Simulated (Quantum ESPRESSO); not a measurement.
WC (Qusongite):

```
W C
1.0
     2.90650    0.00000    0.00000
    -1.45325    2.51710    0.00000
     0.00000    0.00000    2.83660
W C
1 1
Direct
  0.00000 0.00000 0.00000
  0.66667 0.33333 0.50000
```

Base run:

* Program: Quantum ESPRESSO 7.5
* Functional: PBE
* Potentials or basis: PseudoDojo 0.4.1 SR PBE standard
* Cutoff: 1116 eV
* Density cutoff: 4463 eV
* k mesh: 10 × 10 × 9
* Occupations: fermi-dirac, width 0.05 eV
* Spin: no spin polarisation

Its results: band gap on the k mesh none (metal or under the smearing width); pressure 5.7 GPa.

Problem. The run is repeated on the same cell with these changes: functional from PBE to PBEsol; potentials or basis from PseudoDojo 0.4.1 SR PBE standard to PseudoDojo 0.4.1 SR PBEsol standard. What comes out?

Solution. Band gap on the k mesh none (metal or under the smearing width); pressure -3.2 GPa.

Caveats: spin-orbit coupling is left out, which moves the levels of the heavy elements.
